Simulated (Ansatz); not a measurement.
Ge: what symmetry allows forces and stress to be

```
CELL_PARAMETERS angstrom
3.76812 0.14095 0.00000
-1.76199 3.33375 0.00000
0.00000 0.00000 6.74384
ATOMIC_POSITIONS crystal
Ge 0.71293 0.28707 0.05523
Ge 0.28707 0.71293 0.55523
Ge 0.68563 0.31437 0.44477
Ge 0.31437 0.68563 0.94477
```

These are results of DFT PBE, scalar-relativistic, plane waves, PAW (Ansatz 0.2.0), not measurements.

Settings: cutoff 420 eV, Γ-centred mesh 12×12×6 on the computed 4-atom cell, Gaussian smearing of 0.10 eV; no spin polarisation.

This distorted cell has space group Cmc2_1, with 4 operations.

**Question.** Without a calculation: in which directions can each atom feel a force?

**Answer.** A force must be left unchanged by every operation that keeps its atom in place, so it lies in the space that those operations leave fixed. Atoms that the group maps onto each other feel forces of one size.
```tsv
atom	site symmetry	operations at the site	equivalent to atom	allowed force (Cartesian)
Ge1	m..	2	1	in the plane normal to (0.50, 0.87, 0.00)
Ge2	m..	2	1	in the plane normal to (0.50, 0.87, 0.00)
Ge3	m..	2	3	in the plane normal to (0.50, 0.87, 0.00)
Ge4	m..	2	3	in the plane normal to (0.50, 0.87, 0.00)
```

That leaves 4 independent force components of 12, tied by 1 condition that the forces sum to zero, so 3 remain. A relaxation in this cell that keeps the symmetry moves the atoms in these directions alone.

**Question.** And the stress tensor?

**Answer.** It must be invariant under the point group, which leaves 3 independent components: yz, xz vanish. Further linear relations between components hold in this frame.

**Question.** Do the computed values obey this?

**Answer.** Yes. Forces (eV/Å):
```
Ge1 -2.312  1.335  2.125
Ge2  2.312 -1.335  2.125
Ge3 -2.169  1.252 -2.125
Ge4  2.169 -1.252 -2.125
```

Stress (GPa, compression positive, xx yy zz yz xz xy): 10.60 24.12 -1.06 0.00 0.00 11.71. The program imposes the same operations on density, forces and stress, so this confirms the analysis and is no independent test of the calculation.

This form isn't the element's structure at ambient conditions.